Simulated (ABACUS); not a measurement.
Au:

```
Au
1.0
     0.00000    2.03500    2.03500
     2.03500    0.00000    2.03500
     2.03500    2.03500    0.00000
Au
1
Direct
  0.00000 0.00000 0.00000
```

```yaml
Program: ABACUS 3.10.1
Task: relaxation of cell and atoms
Functional: rSCAN
Potentials_or_basis: SG15 ONCV 1.2 PBE
Cutoff: 1197 eV
Density_cutoff: 4789 eV
Basis: plane waves
k_mesh: 7 × 7 × 7
Occupations: fermi-dirac, width 0.05 eV
Spin: no spin polarisation
```

At the start: pressure 5.3 GPa; volume 16.85 Å³/atom.

**Question.** How do energy, volume and symmetry change on relaxing?

**Answer.** Over 8 steps the energy falls by 8.3 meV/atom and the volume is 17.37 Å³/atom (+3.0 %); space group Fm-3m (No. 225, to 0.05 Å).

The path:
```csv
step,energy change (eV),largest force (eV/Å),pressure (GPa),volume (Å³)
1,0.0000,0.0000,5.30,16.85
2,0.0146,0.0000,-7.37,18.30
3,-0.0083,0.0000,-0.10,17.38
4,-0.0083,0.0000,-0.07,17.38
5,-0.0083,0.0000,0.11,17.36
6,-0.0083,0.0000,-0.06,17.37
7,-0.0083,0.0000,0.14,17.36
8,-0.0083,0.0000,-0.01,17.37
```

Final structure:
```yaml
crystal:
  lattice:
    - [0.00000, 2.05537, 2.05537]
    - [2.05537, 0.00000, 2.05537]
    - [2.05537, 2.05537, 0.00000]
  atoms:
    - { symbol: Au, position: [0.00000, 0.00000, 0.00000] }
```

Caveat: the k mesh is coarse (spacing up to 0.38 Å⁻¹), so the values aren't converged; the potentials were made for another functional, which shifts forces and pressure.
